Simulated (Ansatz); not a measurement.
Ga: what relativity and spin–orbit coupling change

```
CELL_PARAMETERS angstrom
-1.40400 1.40400 2.22900
1.40400 -1.40400 2.22900
1.40400 1.40400 -2.22900
ATOMIC_POSITIONS crystal
Ga 0.00000 0.00000 0.00000
```

The cell is COD entry 9012723, as deposited and not checked against the literature; nothing was relaxed.

One fixed cell is solved with PBE by frozen-core PAW in Ansatz 0.2.0 under different relativistic treatments. Pressure is positive in compression.

Settings: a Γ-centred 16×16×16 k mesh, Fermi–Dirac smearing of 0.03 eV, cutoff 420 eV, no spin polarisation.

```json
{"setting": "scalar-relativistic", "P (GPa)": "4.47", "lowest level at Γ above −25 eV, from the valence-band top or, without a gap, the Fermi level (eV)": "?"}
{"setting": "with spin–orbit coupling", "P (GPa)": "4.45", "lowest level at Γ above −25 eV, from the valence-band top or, without a gap, the Fermi level (eV)": "?"}
```

Q: Give the missing entry: row "with spin–orbit coupling", column "lowest level at Γ above −25 eV, from the valence-band top or, without a gap, the Fermi level (eV)".

A: -15.20.

Q: Give the missing entry: row "scalar-relativistic", column "lowest level at Γ above −25 eV, from the valence-band top or, without a gap, the Fermi level (eV)".

A: -15.04.
